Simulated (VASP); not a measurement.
A run of VASP 6.6.1 is set up as follows.

INCAR

```
SYSTEM = PtSe2
  PREC = Accurate
  ENCUT = 450
  EDIFF = 1E-6
  ISMEAR = 0
  SIGMA = 0.02
  LREAL = .FALSE.
  LASPH = .TRUE.
  NELM = 60
  ALGO = Fast
  ISIF = 2
  LWAVE = .FALSE.
  LCHARG = .TRUE.
  GGA = PE
  LELF = .TRUE.
  LVHAR = .TRUE.
  NBANDS = 18
```

File KPOINTS:

```
regular mesh
0
G
  4 4 3
  0 0 0
```

POSCAR

```
PtSe2
1.0
    3.7240000000      0.0000000000      0.0000000000
   -1.8620000000      3.2250786037      0.0000000000
    0.0000000000      0.0000000000      5.0620000000
Pt Se
1 2
Direct
    0.0000000000      0.0000000000      0.0000000000
    0.6666666667      0.3333333333      0.7500000000
    0.3333333333      0.6666666667      0.2500000000
```

Potentials or basis: VASP PAW PBE potentials, release 64 (Pt_GW, Se_GW).

Launch:

```console
$ cat potpaw_PBE.64/Pt_GW/POTCAR potpaw_PBE.64/Se_GW/POTCAR > POTCAR
$ mpirun -np 1 vasp_std > vasp.out
```

Task: Estimate the band gap on the k mesh.

Result: None (metal or under the smearing width).

Task: Estimate the pressure.

Result: 6.9 GPa.

Task: Predict the largest force.

Result: 0.497 eV/Å.

Stress tensor (GPa, compression positive):
```
8.06 0.00 0.00
0.00 8.06 0.00
0.00 0.00 4.54
```

Caveat: the k mesh is coarse (spacing up to 0.49 Å⁻¹), so the values aren't converged. The run has no spin-orbit coupling, so splittings on Pt are missing.
